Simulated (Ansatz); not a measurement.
Zincblende BaS, relaxed with r2SCAN: 4 runs in Ansatz 0.2.0, each a calculation of independent-particle optics. It is cubic, F-43m (No. 216); conventional cell a = 7.039 Å, 43.59 Å³ an atom. Ba has 4 S at 3.05 Å; S has 4 Ba at 3.05 Å. Spin-unpolarised throughout. Whether this structure exists isn't addressed.

```
Ba S
1.0
     0.00000    3.51941    3.51941
     3.51941    0.00000    3.51941
     3.51941    3.51941    0.00000
Ba S
1 1
Cartesian
  0.0000 0.0000 0.0000
  1.7597 1.7597 1.7597
```

On meshes this coarse, single peaks can be features of the mesh. No local fields, no excitons; the zone sum runs over the cells of the mesh, and ε∞ includes the bands left out of the spectrum. Up to four peaks are listed, those above 15 % of the tallest and inside the complete range; the four can differ from row to row. Rows marked drawn have settings drawn at random (some not listed).

```
functional  k mesh  broadening (eV)    scissors (eV)  range (eV)  settings  direct gap on the mesh before scissors (eV)  ε∞ xx  ε∞ yy  ε∞ zz  complete up to (eV)  tallest peaks of mean ε₂ (eV)
       PBE   6×6×6              0.1             0.00        0–15    chosen                                         3.42   4.12   4.12   4.12                 15.0            4.50 5.25 5.60 6.80
    r2SCAN   6×6×6              0.1             0.00        0–15    chosen                                         3.71   3.80   3.80   3.80                 15.0            4.75 5.20 5.65 7.35
       PBE   6×6×6              0.1  0.93 (to HSE06)        0–15    chosen                                         3.42   3.71   3.71   3.71                 15.0            5.45 6.20 6.50 7.75
       LDA   4×4×4             0.05             0.60        2–10     drawn                                         3.10   4.03   4.03   4.03                 10.0            4.95 5.30 5.70 6.00
```

The fundamental gap is indirect (2.75 eV with PBE on 6×6×6); the table holds the direct one.

Spin-orbit coupling is left out.
